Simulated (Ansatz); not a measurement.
AlRu:

```
Ru Al
1.0
     2.99160    0.00000    0.00000
     0.00000    2.99160    0.00000
     0.00000    0.00000    2.99160
Ru Al
1 1
Direct
  0.50000 0.50000 0.50000
  0.00000 0.00000 0.00000
```

```yaml
Program: Ansatz 0.2.0
Task: relaxation of cell and atoms
Functional: RPBE
Potentials_or_basis: Ansatz PAW
Cutoff: "420 eV (not typed: the program's choice for these potentials)"
k_mesh: 9 × 9 × 9
Occupations: fermi-dirac, width 0.05 eV
Spin: no spin polarisation
```

At the start: volume 13.39 Å³/atom.

**Question.** How do energy, volume and symmetry change on relaxing?

**Answer.** It ends after 5 steps and the volume is 13.79 Å³/atom (+3.0 %); space group Pm-3m (No. 221, to 0.05 Å).

Step by step:
```
step  energy change (eV)  largest force (eV/Å)  volume (Å³)
   1              0.0000                0.0000        26.77
   2             -0.0137                0.0000        27.75
   3             -0.0145                0.0000        27.58
   4             -0.0145                0.0000        27.58
   5             -0.0149                0.0000        27.58
```

Final structure:
```cif
data_structure
_symmetry_space_group_name_H-M 'P 1'
_symmetry_Int_Tables_number 1
_cell_length_a 3.0212
_cell_length_b 3.0212
_cell_length_c 3.0212
_cell_angle_alpha 90.000
_cell_angle_beta 90.000
_cell_angle_gamma 90.000
_cell_volume 27.58
loop_
_atom_site_label
_atom_site_type_symbol
_atom_site_fract_x
_atom_site_fract_y
_atom_site_fract_z
_atom_site_occupancy
Ru1 Ru 0.50000 0.50000 0.50000 1
Al1 Al 0.00000 0.00000 0.00000 1
```

Caveat: the plane-wave basis is chosen anew once the cell has moved, so the energies of steps on either side of that aren't comparable; the PAW data sets come from PBE, with cores solved anew for the run's functional, which leaves a small shift of forces and pressure.
